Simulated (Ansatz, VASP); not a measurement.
# Two plane-wave programs on B

```xyz
8
Lattice="-2.4957 2.4957 2.4957 2.4957 -2.4957 2.4957 2.4957 2.4957 -2.4957" Properties=species:S:1:pos:R:3 pbc="T T T"
B     0.6239    0.6239    0.6239
B    -0.6239    1.8717    0.6239
B     1.8717    0.6239   -0.6239
B     0.6239   -0.6239    1.8717
B     1.8717    1.8717    1.8717
B     0.6239    3.1196   -0.6239
B     3.1196   -0.6239    0.6239
B    -0.6239    0.6239    3.1196
```

Alike in both runs: functional PBE; k mesh 10 × 10 × 10; occupations gaussian, width 0.1 eV; no spin polarisation.

Ansatz relaxed the structure, and its values are those at the end. VASP's run is a single point on that final structure, the one shown.

|  | VASP | Ansatz |
| --- | --- | --- |
| version | VASP 6.6.1 | Ansatz 0.2.0 |
| potentials or method | VASP PAW PBE potentials, release 64 (B) | scalar-relativistic, plane waves, PAW |
| plane-wave cutoff (eV) | 520 | 420 |
| valence electrons in the cell | 24 | 24 |

```tsv
	VASP	Ansatz	Ansatz less VASP
gap on the k mesh at the Fermi level (eV)	none	none	-
pressure (GPa)	0.0	0.0	-0.01
```

A gap of «none» marks a metal or a gap that the smearing closes. With one functional, cell and mesh, what is left measures potentials, basis and numerics.
